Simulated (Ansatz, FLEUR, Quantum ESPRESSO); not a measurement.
## Si: 3 runs at one level of theory

```xyz
2
Lattice="0.0000 2.7219 2.7219 2.7219 0.0000 2.7219 2.7219 2.7219 0.0000" Properties=species:S:1:pos:R:3 pbc="T T T"
Si    2.7219    2.7219    2.7219
Si    4.0828    4.0828    4.0828
```

Alike in all runs: task single point; functional PBE; k mesh 4 × 4 × 4; occupations fermi-dirac, width 0.05 eV; no spin polarisation; no spin-orbit coupling. Pressure is positive in compression and, in plane waves, holds the error of the finite cutoff, which Ansatz's Pulay term estimates and takes out.

| program and potentials | plane-wave cutoff (eV) | notes | band gap (eV) | pressure (GPa) |
| --- | --- | --- | --- | --- |
| FLEUR, all-electron, FLAPW | - | - | 0.71 | - |
| Ansatz, PAW datasets made for the crystal | 180 | - | ? | ? |
| Quantum ESPRESSO, SG15 PBE 1.2 | 544 | - | 0.69 | 2.28 |

Q: Estimate from the other rows what the run with Ansatz, PAW datasets made for the crystal gave.

A: Band gap 0.71 eV; pressure 1.91 GPa. The other rows, which needn't bracket it: band gap 0.69 to 0.71; pressure 2.28.
